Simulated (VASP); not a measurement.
Write the native input for VASP 6.6.1 that does the following.

```
Task                   : single point
Functional             : PBE
Potentials or basis    : VASP PAW PBE potentials, release 64 (Ta_pv, C)
Cutoff                 : 520 eV
k mesh                 : 18 × 18 × 18
Occupations            : gaussian, width 0.15 eV
Spin                   : no spin polarisation
Dipole correction      : no
Further INCAR settings : ALGO = Fast; EDIFF = 1e-06; NBANDS = 14
```

The structure of TaC lies in POSCAR:

```
TaC
1.0
    0.0000000000      2.2826750000      2.3383500000
    2.2826750000      0.0000000000      2.3383500000
    2.2826750000      2.2826750000      0.0000000000
Ta C
1 1
Direct
    0.0000000000      0.0000000000      0.0000000000
    0.5000000000      0.5000000000      0.5000000000
```

The cell isn't the ideal one: strain +0.025 along x and y, +0.050 along z, atoms carried along.

These files were run (other wordings do the same):

INCAR

```
SYSTEM = TaC
PREC     = Accurate       ! precision mode
ENCUT    = 520            ! plane-wave cutoff, eV
EDIFF    = 1E-6           ! SCF threshold, eV
ISMEAR   = 0              ! smearing method
SIGMA    = 0.15           ! smearing width, eV
LREAL    = .False.        ! projectors in reciprocal space
LASPH    = .True.         ! aspherical terms in the spheres
NELM     = 80             ! most SCF steps
ALGO     = Fast           ! electronic algorithm
ISIF     = 2              ! what is computed and relaxed
LWAVE    = .False.        ! write WAVECAR
LCHARG   = .True.         ! write CHGCAR
GGA      = PE             ! functional
LELF     = .True.         ! ELF
LVHAR    = .True.       
NBANDS   = 14             ! bands
```

KPOINTS

```
regular mesh
0
Gamma
  18 18 18
  0 0 0
```

Potentials or basis: VASP PAW PBE potentials, release 64 (Ta_pv, C).

Launch:

```sh
$ cat potpaw_PBE.64/Ta_pv/POTCAR potpaw_PBE.64/C/POTCAR > POTCAR
$ mpirun -np 1 vasp_std > vasp.out
```

Results of the run:

| Property | Result |
| --- | --- |
| Pressure | -21.9 GPa |
| Band gap on the k mesh | none (metal or under the smearing width) |

Caveat: so large a pressure means that the cell lies far from this level's equilibrium, or that cutoff or potentials fall short.

It took 94 s on 1 thread of Intel(R) Xeon(R) Platinum 8488C (Sapphire Rapids), with other jobs on the host, peak memory 0.27 GiB.
